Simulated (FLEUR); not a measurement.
As: equation of state with PBEsol

Crystal: As.

```
CELL_PARAMETERS angstrom
1.88080 1.08588 3.51406
-1.88080 1.08588 3.51406
0.00000 -2.17176 3.51406
ATOMIC_POSITIONS crystal
As 0.22600 0.22600 0.22600
As 0.77400 0.77400 0.77400
```

- Program: FLEUR MaX-R8.1 (later development tree)
- Task: equation of state
- Functional: PBEsol
- Potentials or basis: all-electron
- Basis: FLAPW
- Kmax: 4.6 1/bohr
- k mesh: 9 × 9 × 9
- Occupations: fermi-dirac, width 0.05 eV
- Spin: no spin polarisation
- Gmax: 14.3 1/bohr
- Muffin-tin radii: As 2.13 bohr
- lmax: As 9
- Local orbitals a species: As 6

- Equilibrium volume: 21.61 Å³/atom
- Bulk modulus at fixed shape and positions: 77 GPa
- Pressure derivative of the bulk modulus: 4.2 (rough: it moves with the points fitted)

Energy against volume, from the lowest point:
| volume (Å³/atom) | energy (meV/atom) |
| --- | --- |
| 20.239 | 23.17 |
| 20.669 | 10.47 |
| 21.530 | 0.00 |
| 22.392 | 6.35 |
| 22.822 | 14.81 |

Caveat: the cell was scaled at fixed shape and fractional positions, which overstates the stiffness of a crystal with free parameters, most of all of layers and chains.
